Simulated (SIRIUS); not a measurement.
Ag:

```xyz
1
Lattice="0.0000 2.0427 2.0427 2.0427 0.0000 2.0427 2.0427 2.0427 0.0000" Properties=species:S:1:pos:R:3 pbc="T T T"
Ag    0.0000    0.0000    0.0000
```

Base run:

| Property | Result |
| --- | --- |
| Program | SIRIUS 7.12.0 |
| Functional | PBE |
| Potentials or basis | GBRV 1.5 PBE (ultrasoft) |
| Cutoff | 557 eV |
| Density cutoff | 5442 eV |
| k mesh | 11 × 11 × 11 |
| Occupations | fermi-dirac, width 0.05 eV |
| Spin | no spin polarisation |

Its results: band gap on the k mesh none (metal or under the smearing width); pressure 2.7 GPa.

**Question.** The run is repeated on the same cell with these changes: potentials or basis from GBRV 1.5 PBE (ultrasoft) to SPMS 1.0 PBE (norm-conserving); cutoff from 557 eV to 1127 eV; density cutoff from 5442 eV to 4507 eV. What comes out?

**Answer.** Band gap on the k mesh none (metal or under the smearing width); pressure 4.6 GPa.
